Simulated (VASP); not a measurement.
# Sc (I4/mmm) in VASP: further runs, part 2 of 2

VASP 6.6.1.

**5. Atomic charges, r2SCAN**

INCAR

```
PREC = Accurate
ENCUT = 520
EDIFF = 1E-6
ISMEAR = -1
SIGMA = 0.1
LREAL = F
LASPH = T
NELM = 60
ALGO = Normal
ISIF = 2
LWAVE = F
LCHARG = F
METAGGA = R2SCAN
LMIXTAU = T
LORBIT = 10
```

KPOINTS

```
Automatic mesh
0
Gamma
  10 10 10
```

POSCAR

```
Sc
1.0
   -1.9172054859      1.9172054859      1.7176030000
    1.9172054859     -1.9172054859      1.7176030000
    1.9172054859      1.9172054859     -1.7176030000
Sc
1
Direct
    0.0000000000      0.0000000000      0.0000000000
```

Potentials or basis: VASP PAW PBE potentials, release 54 (Sc_sv).

Command:

```sh
$ cat potpaw_PBE.54/Sc_sv/POTCAR > POTCAR
$ mpirun -np 1 vasp_std > vasp.out
```

OUTCAR:

```text
PREC = Accurate
   ENCUT = 520
   EDIFF = 1E-6
   ISMEAR = -1
   LREAL = F
   LASPH = T
   NELM = 60
   ISIF = 2
   METAGGA = R2SCAN
   LORBIT = 10

 ion  position               nearest neighbor table
   1  0.000  0.000  0.000-

  LATTYP: Found a body centered tetragonal cell.
 ALAT       =     3.8344109718
 C/A-ratio  =     0.8958888406

  Lattice vectors:

 A1 = (  -1.9172054859,   1.9172054859,   1.7176030000)
[... 473 lines left out ...]

  FORCE on cell =-STRESS in cart. coord.  units (eV):
  Direction    XX          YY          ZZ          XY          YZ          ZX
  --------------------------------------------------------------------------------------
  -------------------------------------------------------------------------------------
  Total       -0.1667537     -0.1667537      0.2923073      0.0000000      0.0000000      0.0000000
  in kB      -10.5795170    -10.5795170     18.5451418      0.0000000      0.0000000      0.0000000
  external PRESSURE =      -0.8712974 kB  Pullay stress =       0.0000000 kB

 VOLUME and BASIS-vectors are now :
 -----------------------------------------------------------------------------
  energy-cutoff  :      520.00
  volume of cell :       25.25
      direct lattice vectors                 reciprocal lattice vectors
    -1.917205486  1.917205486  1.717603000     0.000000000  0.260796249  0.291103357
     1.917205486 -1.917205486  1.717603000     0.260796249  0.000000000  0.291103357
     1.917205486  1.917205486 -1.717603000     0.260796249  0.260796249  0.000000000

 POSITION                                       TOTAL-FORCE (eV/Angst)
 -----------------------------------------------------------------------------------
      0.00000      0.00000      0.00000         0.000000      0.000000      0.000000
 -----------------------------------------------------------------------------------
    total drift:                                0.000000      0.000000     -0.000000

  FREE ENERGIE OF THE ION-ELECTRON SYSTEM (eV)
  ---------------------------------------------------
  free  energy   TOTEN  =       -11.3024185257 eV

  energy  without entropy=      -11.2349692513  energy(sigma->0) =      -11.26869389

 total charge

# of ion       s       p       d       tot
------------------------------------------
    1        2.254   6.117   0.932   9.303
```

OSZICAR:

```text
N       E                     dE             d eps       ncg     rms          rms(c)
DAV:   1     0.726346511519E+02    0.72635E+02   -0.54036E+03  1836   0.121E+03
DAV:   2    -0.125250782666E+02   -0.85160E+02   -0.84673E+02  1883   0.357E+02
DAV:   3    -0.144150235665E+02   -0.18899E+01   -0.18449E+01  2790   0.648E+01
DAV:   4    -0.144440219755E+02   -0.28998E-01   -0.28643E-01  2788   0.600E+00
DAV:   5    -0.144443312887E+02   -0.30931E-03   -0.30855E-03  2994   0.472E-01    0.668E+00
DAV:   6    -0.110388857113E+02    0.34054E+01   -0.49605E+00  2505   0.405E+01    0.135E+00
DAV:   7    -0.114038704390E+02   -0.36498E+00   -0.17194E-01  2760   0.820E+00    0.919E-01
DAV:   8    -0.108466092021E+02    0.55726E+00   -0.11370E+00  2634   0.157E+01    0.138E+00
DAV:   9    -0.112984000940E+02   -0.45179E+00   -0.66950E-01  2501   0.843E+00    0.437E-01
DAV:  10    -0.113093841198E+02   -0.10984E-01   -0.20040E-02  2233   0.225E+00    0.118E-01
DAV:  11    -0.113038271663E+02    0.55570E-02   -0.12182E-02  2802   0.164E+00    0.185E-01
DAV:  12    -0.113040483622E+02   -0.22120E-03   -0.31463E-03  2772   0.730E-01    0.803E-02
DAV:  13    -0.113026400195E+02    0.14083E-02   -0.60931E-04  2858   0.266E-01    0.601E-02
DAV:  14    -0.113025787847E+02    0.61235E-04   -0.13639E-05  3025   0.530E-02    0.637E-02
DAV:  15    -0.113024419193E+02    0.13687E-03   -0.25227E-04  2795   0.215E-01    0.289E-02
DAV:  16    -0.113024270170E+02    0.14902E-04   -0.35976E-05  2811   0.827E-02    0.151E-02
DAV:  17    -0.113024191681E+02    0.78489E-05   -0.92511E-06  2800   0.405E-02    0.861E-03
DAV:  18    -0.113024185257E+02    0.64236E-06   -0.69980E-06  2776   0.386E-02
   1 F= -.11302419E+02 E0= -.11268694E+02  d E =-.674493E-01
```

stdout:

```text
POSCAR found type information on POSCAR Sc
 POSCAR found :  1 types and       1 ions
 scaLAPACK will be used
 -----------------------------------------------------------------------------
|                                                                             |
|                                                                             |
|     You enforced a specific xc type in the INCAR file but a different       |
|     I HOPE YOU KNOW WHAT YOU ARE DOING!                                     |
|                                                                             |
 -----------------------------------------------------------------------------

 LDA part: xc-table for (None), standard interpolation
 POSCAR, INCAR and KPOINTS ok, starting setup
 FFT: planning ... GRIDC
 FFT: planning ... GRID_SOFT
 FFT: planning ... GRID
 WAVECAR not read
 entering main loop
```

It took 55 s on 1 thread of Intel Xeon Platinum 8375C at 2.90GHz (Ice Lake), shared host; peak memory 0.16 GiB.

Results:

```yaml
Free_energy: -11.3024 eV
Pressure: -0.1 GPa
Band_gap_on_the_k_mesh: none (metal or under the smearing width)
Valence_electrons_inside_the_program's_atomic_spheres: Sc 9.30
```

Stress tensor (GPa, compression positive):
```
-1.06  0.00  0.00
 0.00 -1.06  0.00
 0.00  0.00  1.85
```

Caveat: the PAW data sets were made with another functional, which shifts forces and pressure a little.

**6. Relaxation of cell and atoms, PBE+TS-HI**

INCAR

```
ALGO = Normal
EDIFF = 1E-7
EDIFFG = -0.001
ENCUT = 630
GGA = PE
IBRION = 2
ISIF = 3
ISMEAR = 1
IVDW = 21
LASPH = T
LCHARG = F
LREAL = F
LWAVE = F
NELM = 80
NSW = 40
PREC = Low
SIGMA = 0.2
```

KPOINTS

```
k-points
0
Gamma
  10 10 10
```

POSCAR is that of step 5.

Potentials or basis: VASP PAW PBE potentials, release 64 (Sc_sv_GW).

Command:

```sh
$ cat potpaw_PBE.64/Sc_sv_GW/POTCAR > POTCAR
$ mpirun -np 1 vasp_std > vasp.out
```

OUTCAR:

```text
EDIFF = 1E-7
   EDIFFG = -0.001
   ENCUT = 630
   GGA = PE
   IBRION = 2
   ISIF = 3
   ISMEAR = 1
   IVDW = 21
   LASPH = T
   LREAL = F
   NELM = 80
   NSW = 40
   PREC = Low
  IVDW =  21

 ion  position               nearest neighbor table
   1  0.000  0.000  0.000-

  LATTYP: Found a body centered tetragonal cell.
 ALAT       =     3.8344109718
 C/A-ratio  =     0.8958888406

  Lattice vectors:

 A1 = (  -1.9172054859,   1.9172054859,   1.7176030000)
 A2 = (   1.9172054859,  -1.9172054859,   1.7176030000)
 A3 = (   1.9172054859,   1.9172054859,  -1.7176030000)

Analysis of symmetry for initial positions (statically):
=====================================================================
 Subroutine PRICEL returns:
 Original cell was already a primitive cell.

 Routine SETGRP: Setting up the symmetry group for a
 body centered tetragonal supercell.

 Subroutine GETGRP returns: Found 16 space group operations
 (whereof 16 operations were pure point group operations)
 out of a pool of 16 trial point group operations.

The static configuration has the point symmetry D_4h.

Analysis of symmetry for dynamics (positions and initial velocities):
=====================================================================
 Subroutine PRICEL returns:
 Original cell was already a primitive cell.

 Routine SETGRP: Setting up the symmetry group for a
 body centered tetragonal supercell.

 Subroutine GETGRP returns: Found 16 space group operations
 (whereof 16 operations were pure point group operations)
 out of a pool of 16 trial point group operations.

The dynamic configuration has the point symmetry D_4h.

 Subroutine INISYM returns: Found 16 space group operations
 (whereof 16 operations are pure point group operations),
 and found     1 'primitive' translations

----------------------------------------------------------------------------------------

                                     Primitive cell

  volume of cell :      25.2534

  direct lattice vectors                    reciprocal lattice vectors
    -1.917205486  1.917205486  1.717603000     0.000000000  0.260796249  0.291103357
     1.917205486 -1.917205486  1.717603000     0.260796249  0.000000000  0.291103357
[... 118 lines left out ...]
  volume of cell :       25.25
 maximum number of plane-waves:       927
   NGX = 13   NGY = 13   NGZ = 13

--------------------------------------- Ionic step        1  -------------------------------------------

 number of electron      10.9999999 magnetization

 Free energy of the ion-electron system (eV)
  ---------------------------------------------------
  ext. energy  EPLUGINS =         0.00000000
  ---------------------------------------------------
  free energy    TOTEN  =        -8.58615977 eV

  energy without entropy =       -8.58312547  energy(sigma->0) =       -8.58514834

 E-fermi :   5.8423     XC(G=0):  -9.7756

 val. band max:        5.8393193669   @ k =  -0.2000  -0.4000   0.1000
 cond. band min:       5.8534243769   @ k =  -0.4000   0.4000   0.1000
 fundamental gap:      0.0141050100
 Fermi energy:         5.8423087579

 k-point     1 :       0.0000    0.0000    0.0000
  band No.  band energies     occupation
      1     -43.8004      2.00000
      2     -22.2238      2.00000
      3     -22.2238      2.00000
      4     -22.1948      2.00000
      5       0.6623      2.00000
      6       6.8563     -0.00000
      7       7.5445     -0.00000
      8       7.5446     -0.00000
      9       8.1838     -0.00000
[... 277 lines left out ...]
 [... further k-points ...]

------------------------ aborting loop because EDIFF is reached ----------------------------------------

  Hirshfeld charges:
            ion         q(e)
   ------------------------------
      1     Sc          0.000

  Tkatchenko/Scheffler method for vdW energy calculation

  Number of pair interactions contributing to vdW energy:   20828

  Edisp (eV):   -0.80574
[... 106 lines left out ...]
  FREE ENERGIE OF THE ION-ELECTRON SYSTEM (eV)
  ---------------------------------------------------
  free  energy   TOTEN  =        -9.4809343919 eV

  energy  without entropy=       -9.4809710542  energy(sigma->0) =       -9.48094661

[... ionic steps 4 to 16 ...]

--------------------------------------- Ionic step       17  -------------------------------------------

 number of electron      11.0000007 magnetization

------------------------ aborting loop because EDIFF is reached ----------------------------------------
[... 77 lines left out ...]
--------------------------------------- Ionic step       19  -------------------------------------------

 number of electron      11.0000007 magnetization

 Free energy of the ion-electron system (eV)
  ---------------------------------------------------
  ext. energy  EPLUGINS =         0.00000000
  ---------------------------------------------------
  free energy    TOTEN  =        -8.50549798 eV

  energy without entropy =       -8.50534135  energy(sigma->0) =       -8.50544577

 E-fermi :   7.2823     XC(G=0): -10.4507

 val. band max:        7.2741032135   @ k =   0.4000   0.2000   0.0000
 cond. band min:       7.2889145491   @ k =   0.3000   0.1000   0.1000
 fundamental gap:      0.0148113357
 Fermi energy:         7.2822707100

 k-point     1 :       0.0000    0.0000    0.0000
  band No.  band energies     occupation
      1     -41.9478      2.00000
      2     -20.2503      2.00000
      3     -20.2503      2.00000
      4     -20.2342      2.00000
      5       1.7879      2.00000
      6       8.5890     -0.00000
      7       9.1254     -0.00000
      8       9.1254     -0.00000
      9      10.2393     -0.00000
[... 310 lines left out ...]
  FREE ENERGIE OF THE ION-ELECTRON SYSTEM (eV)
  ---------------------------------------------------
  free  energy   TOTEN  =        -9.4812354058 eV

  energy  without entropy=       -9.4810787770  energy(sigma->0) =       -9.48118320

 reached required accuracy - stopping structural energy minimisation
```

CONTCAR:

```text
Sc
   1.00000000000000
    -1.7911680310089579    1.7911680310089579    1.6672115938712744
     1.7911680310089579   -1.7911680310089579    1.6672115938712744
     1.7911680310089579    1.7911680310089579   -1.6672115938712744
  Sc
     1
Direct
     0.0000000000000000    0.0000000000000000    0.0000000000000000

  0.00000000E+00  0.00000000E+00  0.00000000E+00
```

Wall time 3.8 min (1 thread of Intel Xeon Platinum 8375C at 2.90GHz (Ice Lake), shared host); peak memory 0.17 GiB.

The run converged, but some of its settings lie outside the range that counts as converged (typed here: PREC = Low; EDIFFG = -0.001), so its numbers aren't taken as properties of the crystal.

What came out:

```
Free energy                            : -9.4812 eV
Relaxed volume                         : 21.40 Å³/atom
Relaxed cell                           : a = 3.033 Å, b = 3.033 Å, c = 3.033 Å, α = 107.59°, β = 107.59°, γ = 113.30°
Space group after relaxing (to 0.05 Å) : I4/mmm (No. 139)
Energy gained by relaxing              : 89.3 meV/atom
Ionic steps                            : 19
Pressure after relaxing                : 0.0 GPa
Band gap on the k mesh                 : none (metal or under the smearing width)
Dispersion energy per atom             : -0.976 eV
```

Caveat: the volume moved by over 15 % at a fixed basis, so the end points are rough; pairwise dispersion overbinds metals, which lowers pressure and volume.

**7. For comparison**

An earlier run on the cell as given: functional PBE; potentials or basis VASP PAW PBE potentials, release 64 (Sc_sv); cutoff 520 eV; k mesh 10 × 10 × 10; occupations fermi-dirac, width 0.05 eV; no spin polarisation.

- Pressure: -0.8 GPa
- Band gap on the k mesh: none (metal or under the smearing width)

**8. Summary**

```tsv
task	level	potentials or basis	U	cell	smearing	other keys	gap on the mesh (eV)	pressure (GPa)
single point	PBE	VASP PAW PBE potentials, release 64 (Sc_sv)	-	as given	gaussian 0.02 eV	-	none	-0.8
single point	PBE+D2+U	VASP PAW PBE potentials, release 64 (Sc_sv)	Sc d U = 8 eV	cell strained at random at fixed volume	tetrahedron, uncorrected 0.1 eV	ISMEAR = -4; SIGMA = 0.1; LASPH = no; ISYM = 1	none	9.8
atomic charges	r2SCAN	VASP PAW PBE potentials, release 54 (Sc_sv)	-	as given	fermi-dirac 0.1 eV	-	none	-0.1
single point	PBE	VASP PAW PBE potentials, release 64 (Sc_sv)	-	as given	fermi-dirac 0.05 eV	-	none	-0.8
```

Alike in all rows: no spin polarisation; k mesh 10 × 10 × 10; cutoff (eV) 520.

Caveats: atom-pairwise D2, TS and ULG terms overbind metals (some runs); U without spin polarisation on a metal has little footing (some runs); pairwise dispersion overbinds metals, which lowers pressure and volume (some runs); the U is typed as a test and isn't derived for this compound (some runs); the PAW data sets were made with another functional, which shifts forces and pressure a little (some runs).

Total energies depend on the potentials used, so only differences within one code and one set of settings carry meaning.
